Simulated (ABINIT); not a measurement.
Wanted: the native input for an ABINIT 10.8.3 (patched build) run.

```yaml
Task: band structure
Functional: TB-mBJ
Potentials_or_basis: JTH PAW LDA v2.0
Cutoff: 844 eV
k_mesh: 12 × 12 × 6
Occupations: fermi-dirac, width 0.05 eV
Spin: no spin polarisation
Fine-grid_cutoff: 1442.2 eV
```

The system is BN.

```
N B
1.0
     2.55394    0.00000    0.00000
    -1.27697    2.21178    0.00000
     0.00000    0.00000    4.22685
N B
2 2
Direct
  0.33333 0.66667 0.12528
  0.66667 0.33333 0.62528
  0.33333 0.66667 0.49972
  0.66667 0.33333 0.99972
```

Measurements of this composition are mostly on another form, of space group No. 194.

The input as run:

run.abi

```
# Datasets: ground state, then fixed potential
ndtset 2

# Pseudopotentials
pp_dirpath "./"
pseudos "N.LDA_PW-JTH.xml, B.LDA_PW-JTH.xml"

# Structure
acell 3*1.0
rprim
     4.8262463860     0.0000000000     0.0000000000
    -2.4131231931     4.1796519752     0.0000000000
     0.0000000000     0.0000000000     7.9875983185
ntypat 2
znucl 7 5
natom 4
typat 1 1 2 2
xred
     0.3333333333     0.6666666667     0.1252760000
     0.6666666667     0.3333333333     0.6252760000
     0.3333333333     0.6666666667     0.4997240000
     0.6666666667     0.3333333333     0.9997240000

# Plane-wave basis
ecut 31.0
pawecutdg 53.0

# Exchange and correlation
ixc -208012
usekden 1
pawxcdev 0

# Bands and occupations
occopt 3
tsmear 0.00183747

# SCF cycle
nstep 100
diemix 0.3
optforces 0
optstress 0

# Output
iomode 3
prtwf 0
prteig 0
prtebands 0
enunit 1
prtden1 1
prtkden1 1

# Dataset 1
kptopt1 1
ngkpt1 12 12 6
nshiftk1 1
shiftk1 0.0 0.0 0.0
nband1 12
tolvrs1 1.0e-7

# Dataset 2: bands along G-M-K-G-A-L-H-A
iscf2 -2
getden2 1
getkden2 1
nband2 18
nbdbuf2 4
tolwfr2 1.0e-11
kptopt2 -7
ndivsm2 8
prteig2 1
prtvol2 -3
kptbounds2
     0.0000000000     0.0000000000     0.0000000000
     0.5000000000     0.0000000000     0.0000000000
     0.3333333333     0.3333333333     0.0000000000
     0.0000000000     0.0000000000     0.0000000000
     0.0000000000     0.0000000000     0.5000000000
     0.5000000000     0.0000000000     0.5000000000
     0.3333333333     0.3333333333     0.5000000000
     0.0000000000     0.0000000000     0.5000000000
```

Potentials or basis: JTH PAW LDA v2.0.

Run with:

```console
$ abinit run.abi > log 2>&1
```

It gave:

```
Band gap on the k mesh                                : 6.83 eV, indirect (least direct gap 9.70 eV)
Band gap along the path                               : 6.83 eV, indirect (least direct gap 9.70 eV)
Valence electrons inside the program's atomic spheres : N 2.71; B 2.00
```

Caveat: the constant c of TB-mBJ comes from the pseudo density here, which moves gaps by up to 0.3 eV between sets of potentials.

It took 6.9 min on 1 thread of Arm Neoverse V2 (shared host), peak memory 0.15 GiB.
